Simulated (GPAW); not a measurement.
This GPAW 26.7.0 run on ZnS needs a look.

Contents of run.py:

```python
import json
import numpy as np
import spglib
from ase.constraints import FixSymmetry
from ase.io import read, write
from ase.optimize import BFGS
from ase.stress import full_3x3_to_voigt_6_stress, voigt_6_to_full_3x3_strain
from gpaw import GPAW, PW
from gpaw.berryphase import polarization_phase

atoms = read('ZnS.xyz')

calc = GPAW(mode=PW(510),
            xc={'name': 'vdW-DF2', 'backend': 'libvdwxc'},
            kpts={'size': (5, 5, 5), 'gamma': True},
            occupations={'name': 'fermi-dirac', 'width': 0.01},
            setups={'S': 'v3'},
            nbands=-9,
            convergence={'density': 1e-06, 'eigenstates': 1e-09},
            maxiter=100,
            smearing=400,
            txt='gpaw.txt')
atoms.calc = calc
atoms.set_constraint(FixSymmetry(atoms))
BFGS(atoms, trajectory='relax.traj', logfile='-').run(fmax=0.005, steps=40)
atoms.set_constraint()
energy = atoms.get_potential_energy()
forces = atoms.get_forces()
calc.write('gs.gpw')
write('result.traj', atoms)
print('Cell:', atoms.cell.cellpar().round(4))
print(atoms.get_scaled_positions().round(5))

cell = atoms.cell[:].T
dataset = spglib.get_symmetry((atoms.cell[:], atoms.get_scaled_positions(), atoms.numbers), symprec=1e-4)
rotations = [cell @ w @ np.linalg.inv(cell) for w in dataset['rotations']]

def phase(a, name):
    c = GPAW(mode=PW(510),
             xc={'name': 'vdW-DF2', 'backend': 'libvdwxc'},
             kpts={'size': (5, 5, 5), 'gamma': True},
             occupations={'name': 'fermi-dirac', 'width': 0.01},
             setups={'S': 'v3'},
             nbands=-9,
             convergence={'density': 1e-06, 'eigenstates': 1e-09},
             maxiter=100,
             smearing=400,
             symmetry='off',
             txt=name + '.txt')
    b = a.copy()
    b.calc = c
    b.get_potential_energy()
    c.write('berry.gpw', 'all')
    return polarization_phase(gpw_wfs='berry.gpw')['phase_c']

strains, rows = [], {'clamped': [], 'relaxed': []}
for v in [0, 3]:
    phases = {'clamped': [], 'relaxed': []}
    for e in (-0.01, 0.01):
        voigt = np.zeros(6)
        voigt[v] = e
        F = voigt_6_to_full_3x3_strain(voigt)
        a = atoms.copy()
        a.set_cell(atoms.cell[:] @ F, scale_atoms=True)
        phases['clamped'].append(phase(a, f'clamped-{v}{e:+.3f}'))
        c = GPAW(mode=PW(510),
                 xc={'name': 'vdW-DF2', 'backend': 'libvdwxc'},
                 kpts={'size': (5, 5, 5), 'gamma': True},
                 occupations={'name': 'fermi-dirac', 'width': 0.01},
                 setups={'S': 'v3'},
                 nbands=-9,
                 convergence={'density': 1e-06, 'eigenstates': 1e-09},
                 maxiter=100,
                 smearing=400,
                 txt=f'relax-{v}{e:+.3f}.txt')
        a.calc = c
        BFGS(a, logfile=None).run(fmax=0.002, steps=30)
        phases['relaxed'].append(phase(a, f'relaxed-{v}{e:+.3f}'))
    for key, (lo, hi) in phases.items():
        dphi = (hi - lo + np.pi) % (2 * np.pi) - np.pi
        dP = dphi @ atoms.cell[:] / (2 * np.pi * atoms.get_volume()) * 16.021766  # C/m^2
        print(v, key, (dP / (2 * 0.01)).round(4), flush=True)
        rows[key] += [R @ dP for R in rotations]
    strains += [full_3x3_to_voigt_6_stress(R @ (2 * (F - np.eye(3))) @ R.T) * [1, 1, 1, 2, 2, 2] for R in rotations]

result = {key: np.linalg.lstsq(np.array(strains), np.array(P), rcond=None)[0].T for key, P in rows.items()}
for key, e_iv in result.items():
    print(f'Piezoelectric tensor, {key} ions (C/m^2):')
    print(e_iv.round(3))
json.dump({key: e_iv.tolist() for key, e_iv in result.items()}, open('piezo.json', 'w'))
```

The input ZnS.xyz:

```xyz
2
Lattice="0.0000000000 2.7020000000 2.7020000000 2.7020000000 0.0000000000 2.7020000000 2.7020000000 2.7020000000 0.0000000000" Properties=species:S:1:pos:R:3 pbc="T T T"
Zn     4.0530000000      4.0530000000      4.0530000000
S      0.0000000000      0.0000000000      0.0000000000
```

Potentials or basis: GPAW PAW data sets (gpaw-data 1.2.1), newer versions, pw.

Command:

```sh
$ OMP_NUM_THREADS=1 python run.py
```

gpaw.txt:

```text
Traceback (most recent call last):
  File "run.py", line 13, in <module>
  File "__init__.py", line 240, in GPAW
TypeError: GPAW() got an unexpected keyword argument 'smearing'
```

How did it end, and where is the flaw?

The program refused the input. The input holds a flaw that was put in on purpose: keyword that the code doesn't know (smearing = 400).
